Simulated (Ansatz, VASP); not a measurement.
# One calculation of PbO, two programs

File INCAR:

```
SYSTEM = PbO
ALGO     = Normal         ! electronic algorithm
EDIFF    = 1E-7           ! SCF threshold, eV
ENCUT    = 520            ! plane-wave cutoff, eV
GGA      = CA             ! functional
ISIF     = 2              ! what is computed and relaxed
ISMEAR   = 0              ! smearing method
LASPH    = .True.         ! aspherical terms in the spheres
LCHARG   = .True.         ! write CHGCAR
LELF     = .True.         ! ELF
LREAL    = .False.        ! projectors in reciprocal space
LVHAR    = .True.       
LWAVE    = .False.        ! write WAVECAR
NBANDS   = 28             ! bands
NELM     = 100            ! most SCF steps
PREC     = Accurate       ! precision mode
SIGMA    = 0.05           ! smearing width, eV
```

KPOINTS

```
k-points
0
Gamma
  8 8 6
  0 0 0
```

Contents of POSCAR:

```
PbO
1.0
    3.9744000000      0.0000000000      0.0000000000
    0.0000000000      3.9744000000      0.0000000000
    0.0000000000      0.0000000000      5.0220000000
Pb O
2 2
Direct
    0.0000000000      0.5000000000      0.2351000000
    0.5000000000      0.0000000000      0.7649000000
    0.0000000000      0.0000000000      0.0149342891
    0.5000000000      0.5000000000      0.0149342891
```

Input for Ansatz:

```yaml
crystal:
  lattice:
    - [3.9744, 0.0, 0.0]
    - [0.0, 3.9744, 0.0]
    - [0.0, 0.0, 5.022]
  atoms:
    - { symbol: Pb, position: [0.0, 0.5, 0.2351] }
    - { symbol: Pb, position: [0.5, 0.0, 0.7649] }
    - { symbol: O, position: [0.0, 0.0, 0.0149342891] }
    - { symbol: O, position: [0.5, 0.5, 0.0149342891] }
basis:
  ecutwfc: 420
kpoints:
  mp_grid: { grid: [8, 8, 6] }
hamiltonian:
  xc: lda
scf:
  occupations: { method: gaussian, width: 0.05 }
output:
  forces: true
  stress: true
  eigenvalues: true
```

Change from the starting cell: all O atoms moved +0.075 Å, as atom 3 along Cartesian [0 0 1].

Alike in both runs: task single point; functional LDA; k mesh 8 × 8 × 6; occupations gaussian, width 0.05 eV; no spin polarisation.

```csv
,VASP,Ansatz
version,VASP 6.6.1,Ansatz 0.2.0
potentials or method,"VASP PAW LDA potentials, release 64 (Pb_d, O)","scalar-relativistic, plane waves, PAW"
plane-wave cutoff (eV),520,420
valence electrons in the cell,40,40
```

|  | VASP | Ansatz | Ansatz less VASP |
| --- | --- | --- | --- |
| gap on the k mesh at the Fermi level (eV) | 1.17 | 1.19 | +0.021 |
| least direct gap on the mesh (eV) | 2.21 | 2.20 | -0.011 |
| pressure (GPa) | -1.5 | -1.7 | -0.23 |
| largest component of the traceless stress (GPa) | 0.08 | 0.09 | +0.008 |
| rms of the force components (eV/Å) | 0.362 | 0.363 | +0.0011 |

Atom by atom the forces differ by 0.030 eV/Å (rms over components).

Caveats: spin-orbit coupling is left out, which as a rule narrows the gap of such compounds by several tenths of an eV. A k mesh can miss the band edges.
